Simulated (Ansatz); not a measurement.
The geometry is COD entry 9000001, unchecked; take it as a test cell.

An input for PbS: DFT, LDA, all-electron LAPW, scalar-relativistic (Ansatz 0.2.0).

Command: `ansatz run input.yaml --threads 1 --pin off --max-ram 3072MiB --backend cpu --events-out ev --progress --plain --runs-dir out` The run took 18 s on 1 thread of Arm Neoverse V2, with other jobs on the host, peak memory 0.29 GiB.

```yaml
crystal:
  lattice:
    - [0.0, 2.965, 2.965]
    - [2.965, 0.0, 2.965]
    - [2.965, 2.965, 0.0]
  atoms:
    - { symbol: Pb, position: [0.0, 0.0, 0.0] }
    - { symbol: S, position: [0.5, 0.5, 0.5] }
kpoints:
  mp_grid: { grid: [8, 8, 8] }
  band_path:
    path:
      - [0.0, 0.0, 0.0]
      - [0.5, 0.0, 0.5]
      - [0.625, 0.25, 0.625]
      - [0.375, 0.375, 0.75]
      - [0.0, 0.0, 0.0]
      - [0.5, 0.5, 0.5]
      - [0.5, 0.25, 0.75]
      - [0.5, 0.0, 0.5]
    npoints: 14
scf:
  occupations: { method: fermi_dirac, width: 0.01 }
hamiltonian:
  xc: lda
  pseudopotentials: { kind: all_electron, lapw: { basis_error: 0.0005 } }
output:
  forces: true
  stress: true
  eigenvalues: true
  fatbands: true
  populations: true
  dos: { projected: true, de: 0.2, e_range: [-14, 8] }
```

Set-up and iterations as logged by Ansatz (the results part is left out, to be predicted):

```
Pb: projections on atomic orbitals take those of the free atom 1s2 2s2 2p6 3s2 3p6 3d10 4s2 4p6 4d10 4f14 5s2 5p6 5d10 6s2 6p2, of charge +0.00 (hamiltonian.pseudopotentials.projection_atoms)
S: projections on atomic orbitals take those of the free atom 1s2 2s2 2p6 3s2 3p4, of charge +0.00 (hamiltonian.pseudopotentials.projection_atoms)
LAPW: plane waves up to 7.106 Å⁻¹, error target 5.0e-4 eV per atom; small_component_spin mean_spin; S in spheres of 1.310 Å, 14 of its electrons in bands, Dirac shells []; Pb in spheres of 1.655 Å, 36 of its electrons in bands, Dirac shells []
Engine: ansatz 0.2.0
Pseudopotentials: kind: all_electron
Pseudopotential: Pb, LAPW, valence charge 36, Koelling and Harmon's equation, gaussian nucleus
Pseudopotential: S, LAPW, valence charge 14, Koelling and Harmon's equation, gaussian nucleus
Functional definition: SPW92
  exchange = slater_x
  correlation = pw_c
Crystal: 2 atoms, lattice volume = 52.132 Å³
Basis set: ecut = 192.39246881129355 eV, 331 PW (Γ), exchange–correlation at level 2
Bands: 30, of which v1, the nominal top of the filled ones, is band 25 counted from 1 (24 counted from 0)
Symmetry: 48 space group operations
Space group: Fm-3m (ITA 225), of the structure as read, at distance tolerance 3.7e-5 Å
k-points: 29 of 512
Non-local potential: Pb, projectors of the file, none
Non-local potential: S, projectors of the file, none
Initial density: superposition of atomic densities (chi_scale 0.1, normalization cell, long waves kept (reshape's long-wave potential 0.00 eV rms))
Initial wavefunctions: plane waves of lowest kinetic energy (no species holds an atomic orbital)
Functional: x = slater, c = lda
iter 1 solved again at ethr=2.45e-3 eV; its pass at ethr=1.00e-1 eV (dr2=1.22e0 eV) is discarded
SCF iter   1: F=—  HF=-578594.492062 eV  |F-HF|=—  |Δ(HF+E_count)|=         —  Δρ=3.21e-2  dr2=1.22e0  ethr=2.45e-3  ⟨swp⟩=2.0  Hψ=5414  notcnv=0
iter 2 solved again at ethr=1.77e-4 eV; its pass at ethr=2.45e-3 eV (dr2=8.85e-2 eV) is discarded
SCF iter   2: F=—  HF=-578594.130152 eV  |F-HF|=—  |Δ(HF+E_count)|=   3.62e-1  Δρ=1.07e-2  dr2=8.87e-2  ethr=1.77e-4  ⟨swp⟩=2.0  Hψ=4520  notcnv=0
SCF iter   3: F=—  HF=-578594.040046 eV  |F-HF|=—  |Δ(HF+E_count)|=   9.01e-2  Δρ=4.18e-3  dr2=1.56e-2  ethr=1.77e-4  ⟨swp⟩=3.1  Hψ=2829  notcnv=0
SCF iter   4: F=—  HF=-578594.036875 eV  |F-HF|=—  |Δ(HF+E_count)|=   3.17e-3  Δρ=4.02e-4  dr2=7.89e-5  ethr=3.13e-5  ⟨swp⟩=2.2  Hψ=2729  notcnv=0
SCF iter   5: F=—  HF=-578594.036625 eV  |F-HF|=—  |Δ(HF+E_count)|=   2.50e-4  Δρ=1.81e-4  dr2=2.94e-5  ethr=1.58e-7  ⟨swp⟩=2.0  Hψ=2582  notcnv=0
SCF iter   6: F=—  HF=-578594.036611 eV  |F-HF|=—  |Δ(HF+E_count)|=   1.41e-5  Δρ=6.09e-5  dr2=4.11e-6  ethr=5.87e-8  ⟨swp⟩=2.0  Hψ=2581  notcnv=0
SCF iter   7: F=-578594.036610 eV  HF=-578594.036610 eV  |F-HF|=4.89e-9  |Δ(HF+E_count)|=   8.58e-7  Δρ=6.77e-6  dr2=3.70e-8  ethr=8.22e-9  ⟨swp⟩=2.0  Hψ=2581  notcnv=0
```

**Question.** What pressure will this run report?

**Answer.** -2.53 GPa (positive in compression).

**Question.** Is there a band gap?

**Answer.** 0.22 eV, direct at L (0.5, 0.5, 0.5) (so small a gap may close at points that the mesh and path miss).
